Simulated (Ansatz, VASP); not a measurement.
# Bi in VASP and in Ansatz

File INCAR:

```
SYSTEM = Bi
PREC = Accurate ; ENCUT = 520
EDIFF = 1E-6 ; ISMEAR = -1
SIGMA = 0.1 ; LREAL = .False.
LASPH = .True. ; NELM = 100
ALGO = Normal ; ISIF = 2
LWAVE = .False. ; LCHARG = .False.
GGA = PS ; IVDW = 13
NBANDS = 14
```

Contents of KPOINTS:

```
Automatic mesh
0
Gamma
  6 6 6
  0 0 0
```

Contents of POSCAR:

```
Bi
1.0
    4.2598220000      0.0000000000      0.0000000000
    0.0000000000      4.2598220000      0.0000000000
    0.0000000000      0.0000000000      4.2598220000
Bi
1
Direct
    0.5000000000      0.5000000000      0.5000000000
```

Input for Ansatz:

```yaml
crystal:
  lattice:
    - [4.259822, 0.0, 0.0]
    - [0.0, 4.259822, 0.0]
    - [0.0, 0.0, 4.259822]
  atoms:
    - { symbol: Bi, position: [0.5, 0.5, 0.5] }
basis:
  ecutwfc: 460.0
  fft_grid_basis: typed
kpoints:
  mp_grid:
    grid: [6, 6, 6]
hamiltonian:
  xc: pbesol
  dispersion: d4
scf:
  convergence:
    dr2_threshold: 1.0e-09
  occupations:
    method: fermi_dirac
output:
  write_density: true
```

This isn't the form of Bi at room conditions, which is rhombohedral.

Alike in both runs: task single point; functional PBEsol; dispersion D4; k mesh 6 × 6 × 6; no spin polarisation.

```csv
,VASP,Ansatz
version,VASP 6.6.1,Ansatz 0.2.0
potentials or method,"VASP PAW PBE potentials, release 64 (Bi_d)","plane waves, PAW"
plane-wave cutoff (eV),520,460
occupations,"fermi-dirac, width 0.1 eV",fermi-dirac
valence electrons in the cell,15,15
```

Ansatz gave:

| Quantity | Value |
| --- | --- |
| dispersion energy (meV/atom) | -156.3 |

Problem. Estimate VASP's values.

Solution. Dispersion energy (meV/atom): -156.1.
